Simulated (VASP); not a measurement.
# InSe: relaxation of cell and atoms with PBE+D3(BJ)

InSe, a slab with vacuum:

```
Se In
1.0
     4.00000    0.00000    0.00000
    -2.00000    3.46410    0.00000
     0.00000    0.00000   40.23771
Se In
6 6
Direct
  0.00000 0.00000 0.22367
  0.00000 0.00000 0.35682
  0.66667 0.33333 0.43342
  0.66667 0.33333 0.56658
  0.33333 0.66667 0.64318
  0.33333 0.66667 0.77633
  0.66667 0.33333 0.25515
  0.66667 0.33333 0.32525
  0.33333 0.66667 0.46491
  0.33333 0.66667 0.53501
  0.00000 0.00000 0.67466
  0.00000 0.00000 0.74476
```

```
Program                : VASP 6.6.1
Task                   : relaxation of cell and atoms
Functional             : PBE
Dispersion             : D3(BJ)
Potentials or basis    : VASP PAW PBE potentials, release 64 (Se, In_d)
Cutoff                 : 600 eV
k mesh                 : 9 × 9 × 1
Occupations            : gaussian, width 0.03 eV
Spin                   : no spin polarisation
Further INCAR settings : ALGO = Normal; EDIFF = 1e-06; IBRION = 2; EDIFFG = -0.01; NSW = 90; ISIF = 3
```

```json
{"Relaxed volume": "47.24 Å³/atom", "Relaxed cell": "a = 4.033 Å, b = 4.033 Å, c = 40.238 Å, α = 90.00°, β = 90.00°, γ = 120.00°", "Space group after relaxing (to 0.05 Å)": "P3m1 (No. 156)", "Energy gained by relaxing": "4.5 meV/atom", "Ionic steps": "39", "Largest force after relaxing": "0.007 eV/Å", "Band gap on the k mesh": "0.79 eV, indirect (least direct gap 0.84 eV)", "Dispersion energy per atom": "-0.272 eV"}
```

Forces on the atoms (eV/Å):
```
Se   0.000  0.000  0.004
Se   0.000  0.000 -0.003
Se   0.000  0.000 -0.007
Se   0.000  0.000  0.006
Se   0.000  0.000  0.004
Se   0.000  0.000 -0.005
In   0.000  0.000  0.002
In   0.000  0.000  0.000
In   0.000  0.000 -0.003
In   0.000  0.000  0.003
In   0.000  0.000  0.001
In   0.000  0.000 -0.001
```

The path:
```
step  energy change (eV)  largest force (eV/Å)  pressure (GPa)  volume (Å³)
   1              0.0000                0.4293            0.68       557.55
   2             -0.0343                0.2156           -0.43       572.18
   3             -0.0486                0.0340           -0.06       566.94
   4             -0.0486                0.0290           -0.07       567.12
   5             -0.0488                0.0235           -0.07       566.68
   6             -0.0491                0.0398           -0.04       565.38
   7             -0.0493                0.0249           -0.02       564.84
   8             -0.0493                0.0261           -0.01       564.75
   9             -0.0495                0.0172           -0.04       565.07
  10             -0.0496                0.0292           -0.07       565.42
  11             -0.0497                0.0155           -0.07       565.48
  12             -0.0497                0.0276           -0.08       565.60
  13             -0.0498                0.0287           -0.08       565.55
  14             -0.0499                0.0289           -0.08       565.42
  15             -0.0501                0.0310           -0.06       565.16
  16             -0.0502                0.0501           -0.01       564.64
  17             -0.0502                0.0424           -0.01       564.81
  18             -0.0502                0.0411           -0.01       564.82
  19             -0.0503                0.0410           -0.01       564.84
  20             -0.0505                0.0432           -0.01       564.90
  21             -0.0507                0.0472           -0.01       565.00
  22             -0.0512                0.0590           -0.02       565.22
  23             -0.0515                0.0992           -0.03       565.64
  24             -0.0519                0.0907           -0.02       565.75
  25             -0.0528                0.0653           -0.03       566.06
  26             -0.0534                0.0337           -0.02       566.68
  27             -0.0534                0.0247           -0.03       566.58
  28             -0.0534                0.0266           -0.01       566.61
  29             -0.0535                0.0135           -0.01       566.55
  30             -0.0535                0.0153            0.00       566.54
  31             -0.0535                0.0187            0.01       566.50
  32             -0.0535                0.0166            0.02       566.52
  33             -0.0536                0.0115           -0.01       566.85
  34             -0.0536                0.0110           -0.01       566.89
  35             -0.0536                0.0111           -0.01       566.97
  36             -0.0536                0.0117           -0.02       566.92
  37             -0.0536                0.0116           -0.01       566.90
  38             -0.0536                0.0105           -0.01       566.91
  39             -0.0536                0.0073           -0.01       566.93
```

Final structure:
```
Se In
1.0
     4.03349    0.00000    0.00000
    -2.01674    3.49310    0.00000
     0.00000    0.00000   40.23771
Se In
6 6
Cartesian
  0.0000 0.0000 9.0959
  0.0000 0.0000 14.4761
  2.0167 1.1644 17.4360
  2.0167 1.1644 22.8026
  0.0000 2.3287 25.7604
  0.0000 2.3287 31.1391
  2.0167 1.1644 10.3894
  2.0167 1.1644 13.1855
  0.0000 2.3287 18.7222
  0.0000 2.3287 21.5145
  0.0000 0.0000 27.0492
  0.0000 0.0000 29.8453
```

Levels at points of the mesh, in eV from the valence-band top:
| k point | band 54 | band 55 | band 56 | band 57 | band 58 | band 59 | band 60 | band 61 |
| --- | --- | --- | --- | --- | --- | --- | --- | --- |
| (0.00, 0.00, 0.00) | -0.86 | -0.86 | -0.62 | -0.05 | 0.79 | 1.31 | 1.77 | 2.31 |

Run time: 68 min on 1 × NVIDIA H100 80GB with 1 thread of AMD EPYC 7R13 Processor (Zen 3), with other jobs on the host, peak memory 1.8 GiB.

Caveat: spin-orbit coupling is left out, which moves the levels of the heavy elements. Zero-point motion and thermal expansion aren't in these numbers.
